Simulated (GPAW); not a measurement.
YN in GPAW: convergence with k mesh

Crystal: YN.

```xyz
2
Lattice="0.0000 2.4385 2.4385 2.4385 0.0000 2.4385 2.4385 2.4385 0.0000" Properties=species:S:1:pos:R:3 pbc="T T T"
Y     0.0000    0.0000    0.0000
N     2.4385    2.4385    2.4385
```

* Program: GPAW 26.7.0
* Task: G0W0 quasiparticle levels
* Functional: PBE
* Potentials or basis: GPAW PAW data sets (gpaw-data 1.2.1)
* Cutoff: 650 eV
* Basis: pw
* k mesh: 3 × 3 × 3
* Occupations: fermi-dirac, width 0.001 eV
* Spin: no spin polarisation
* Frequency: ppa
* Extrapolate: no
* Qp bands: 1
* Response ecut: 80 eV
* Integrate gamma: sphere
* Maxiter: 150
* Vertex: none
* All k: no
* Response bands: 47

These are the settings of the first run; the series varies k mesh, with any setting tied to it.

Hardware: 1 thread of Intel(R) Xeon(R) CPU @ 2.60GHz (Ice Lake) (shared host).

```
   k mesh  energy less the tightest run, at zero smearing (meV/atom)  gap on the mesh (eV)  quasiparticle gap at the points computed (eV)  SCF cycles  CPU time (s)  peak memory (GiB)
3 × 3 × 3                                                     101.17                 0.542                                          1.017          11            14                0.3
4 × 4 × 4                                                      26.99                 0.122                                          0.506          13            32               0.35
5 × 5 × 5                                                       9.18                 0.355                                          0.801          11            58               0.43
6 × 6 × 6                                                       2.36                 0.177                                          0.574          11           120               0.56
7 × 7 × 7                                                       0.00                 0.284                                          0.708          11           240               0.74
```

Not settled before the last step: the energy (to 1 meV/atom), the gap on the mesh (to 0.01 eV), the quasiparticle gap at the points computed (to 0.05 eV). Meshes of other sizes hit other points, so gaps and Fermi surfaces needn't settle smoothly. The tightest run that finished is the yardstick and may itself not be fully converged.

Caveat, for the tightest run too: the quasiparticle gap is taken among the few k points that were corrected; the long-wavelength limit can be off by several per cent where d states take part; an odd mesh through Γ misses points on the zone boundary, where band edges often lie.

A gap of «none» marks a metal or a gap under the smearing width.
